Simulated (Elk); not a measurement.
Structure from Materials Project entry mp-2647022 (possibly hypothetical), not relaxed further.

A run on Pt: DFT, PBE, all-electron APW+lo, Dirac cores, scalar-relativistic bands (Elk 11.2.3 with local patches). The input:

```
tasks
  0
  110
  115

xctype
  20

rgkmax
  8.0

gmaxvr
  16.0

lmaxapw
  10

lmaxo
  7

lmaxi
  1

nrmtscf
  2.0

nempty
  8

epspot
  1e-06

epsengy
  1e-05

maxscl
  120

hmaxvr
  6.0

lradstp
  4

swidth
  0.003

tforce
  .true.

sppath
  './'

avec
  5.21690193550 0.00000000000 0.00000000000
  -2.60845096775 4.51796960519 0.00000000000
  0.00000000000 0.00000000000 9.05582081251

atoms
  1
  'Pt.in'
  2
  0.666666666667 0.333333333333 0.750000000000   0.000 0.000 0.000
  0.333333333333 0.666666666667 0.250000000000   0.000 0.000 0.000

ngridk
  14 14 7
```

Sphere radii set in the species files: Pt 2.40 bohr.

Total energy and RMS change of the potential by loop (first and last loops):

```
loop         E (Ha)  RMS ΔV (Ha)
   1  -36894.376876            –
   2  -36894.884795     2.34e-01
   3  -36896.990134     2.17e-01
   4  -36903.485091     1.88e-01
   5  -36898.921229     8.50e-02
  12  -36893.430533     3.46e-06
  13  -36893.430028     3.95e-07
  14  -36893.430011     2.15e-07
  15  -36893.429990     1.25e-07
  16  -36893.429983     5.59e-08
  17  -36893.429980     2.52e-08
  18  -36893.429983     1.27e-08
  19  -36893.429984            –
```

Messages:

```
Error(writeefg): lmaxi too small for calculating the EFG : 1
 Run the ground-state calculation again with lmaxi >= 2
```

**Question.** Can this result be used?

**Answer.** In part. The ground state converged and stands; the field-gradient step (task 115) then stopped, since the gradient needs l = 2 in the inner part of the spheres and lmaxi = 1 leaves it out. lmaxi of 2 or more cures it.
